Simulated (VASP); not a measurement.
**MgZn2O3: single point with PBEsol**

The system is MgZn2O3.

```xyz
6
Lattice="3.0526 0.0000 0.0000 -1.5263 2.6436 0.0000 0.0000 0.0000 7.4520" Properties=species:S:1:pos:R:3 pbc="T T T"
Mg    0.0000    0.0000    0.0000
Zn    0.0000    1.7624    4.9811
Zn    1.5263    0.8812    2.4710
O     0.0000    1.7624    1.1975
O     1.5263    0.8812    6.2545
O     0.0000    0.0000    3.7260
```

The cell comes from a database or a generator and needn't be the stable form of this composition.

```json
{
  "Program": "VASP 6.6.1",
  "Task": "single point",
  "Functional": "PBEsol",
  "Potentials or basis": "VASP PAW PBE potentials, release 64 (Mg, Zn, O)",
  "Cutoff": "520 eV",
  "k mesh": "6 × 6 × 3",
  "Occupations": "fermi-dirac, width 0.1 eV",
  "Spin": "no spin polarisation"
}
```

* Pressure: -6.8 GPa
* Largest force: 0.080 eV/Å
* Band gap on the k mesh: 1.61 eV, direct

Forces in eV/Å, atoms in the order of the input:
```
Mg   0.000  0.000  0.000
Zn   0.000  0.000  0.016
Zn   0.000  0.000 -0.016
O    0.000  0.000  0.080
O    0.000  0.000 -0.080
O    0.000  0.000  0.000
```

Stress tensor (GPa, compression positive):
```
-6.73  0.00  0.00
 0.00 -6.73  0.00
 0.00  0.00 -6.93
```

Levels at points of the mesh, in eV from the valence-band top:
```
           k point  band 20  band 21  band 22  band 23  band 24  band 25
(0.00, 0.00, 0.00)    -0.84     0.00     0.00     1.61     5.31     5.46
(0.50, 0.00, 0.00)    -1.09    -0.73    -0.32     5.00     6.76     7.11
```

Run time: 30 s on 1 thread of Intel(R) Xeon(R) Platinum 8259CL CPU @ 2.50GHz (Skylake/Cascade Lake), on a shared host, peak memory 0.19 GiB.

Caveat: the PAW data sets were made with another functional, which shifts forces and pressure a little. As with any semilocal functional, this PBEsol gap is likely too small.
